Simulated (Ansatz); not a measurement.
**Y in Ansatz: the effect of functional**

Crystal: Y.

```
Y
1.0
     3.64740    0.00000    0.00000
    -1.82370    3.15874    0.00000
     0.00000    0.00000    5.73060
Y
2
Direct
  0.66667 0.33333 0.75000
  0.33333 0.66667 0.25000
```

Alike in all runs:

| Item | Value |
| --- | --- |
| Program | Ansatz 0.2.0 |
| Task | band structure |
| Potentials or basis | Ansatz PAW |
| k mesh | 8 × 8 × 5 |
| Occupations | fermi-dirac, width 0.05 eV |
| Spin | no spin polarisation |

| functional | cutoff | pressure (GPa) |
| --- | --- | --- |
| LDA | 420 eV (not typed: the program's choice for these potentials) | ? |
| PBEsol | 420 eV (not typed: the program's choice for these potentials) | -2.0 |
| RPBE | 420 eV (not typed: the program's choice for these potentials) | 1.4 |
| revPBE | 420 eV (not typed: the program's choice for these potentials) | 1.0 |
| BLYP | 420 eV (not typed: the program's choice for these potentials) | 0.9 |
| r2SCAN | 500 eV (not typed: the program's choice for these potentials) | 0.7 |

What does the run with functional LDA give?

Pressure -3.8 GPa.

Caveats: the PAW data sets come from PBE, with cores solved anew for the run's functional, which leaves a small shift of forces and pressure.

Runs at the PBE level aren't shown here.
